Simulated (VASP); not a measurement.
A calculation with VASP 6.6.1 of MoP (native input, structure from a POSCAR):

Contents of INCAR:

```
SYSTEM = MoP
ALGO = Normal
EDIFF = 1E-6
ENCUT = 520
GGA = PE
ISIF = 2
ISMEAR = 0
LASPH = .TRUE.
LCHARG = .TRUE.
LELF = .TRUE.
LREAL = .FALSE.
LVHAR = .TRUE.
LWAVE = .FALSE.
NELM = 60
PREC = Accurate
SIGMA = 0.1
```

KPOINTS

```
k-points
0
G
  10 10 8
  0 0 0
```

File POSCAR:

```
MoP
3.223
    1.000000000000      0.000000000000      0.000000000000
   -0.500000000000      0.866025403785      0.000000000000
    0.000000000000      0.000000000000      0.990071362085
Mo P
1 1
Direct
    0.0000000000      0.0000000000      0.0000000000
    0.3333333333      0.6666666667      0.5000000000
```

Potentials or basis: VASP PAW PBE potentials, release 54 (Mo_sv, P).

Command:

```console
$ cat potpaw_PBE.54/Mo_sv/POTCAR potpaw_PBE.54/P/POTCAR > POTCAR
$ mpirun -np 1 vasp_std > vasp.out
```

Problem. Write the same calculation in another form: ASE script, structure by space group and Wyckoff sites.

Solution. As run:

File run.py:

```python
from ase.calculators.vasp import Vasp
from ase.dft.bandgap import bandgap
from ase.spacegroup import crystal

atoms = crystal(
    ['Mo', 'P'],
    basis=[[0.0, 0.0, 0.0], [0.3333333333, 0.6666666667, 0.5]],
    spacegroup=187,
    setting=1,
    cellpar=[3.223, 3.223, 3.191, 90.0, 90.0, 120.0],
    primitive_cell=True,
)
calc = Vasp(
    directory='calc',
    xc='pbe',
    pp='PBE',
    setups='recommended',
    pp_version='54',
    prec='Accurate',
    encut=520,
    ediff=1e-06,
    ismear=0,
    sigma=0.1,
    lreal=False,
    lasph=True,
    nelm=100,
    algo='Normal',
    isif=2,
    lwave=False,
    lcharg=False,
    kpts=[10, 10, 8],
    gamma=True,
)
atoms.calc = calc

print('energy (eV):', atoms.get_potential_energy())
print('free energy (eV):', atoms.get_potential_energy(force_consistent=True))
print('forces (eV/A):')
print(atoms.get_forces())
print('stress (eV/A^3, Voigt):', atoms.get_stress())
print('Fermi level (eV):', calc.get_fermi_level())
gap, top, bottom = bandgap(calc)
print('band gap (eV):', gap, 'from (spin, k, band)', top, 'to', bottom)
```

Potentials or basis: VASP PAW PBE potentials, release 54 (Mo_sv, P).

Run with:

```bash
$ python run.py
```

Both were run:

|  | native input, structure from a POSCAR | ASE script, structure by space group and Wyckoff sites |
| --- | --- | --- |
| Pressure | 2.7 GPa | 2.7 GPa |
| Band gap on the k mesh | none (metal or under the smearing width) | none (metal or under the smearing width) |

Keys that steer only the numerical path or the files written may differ.
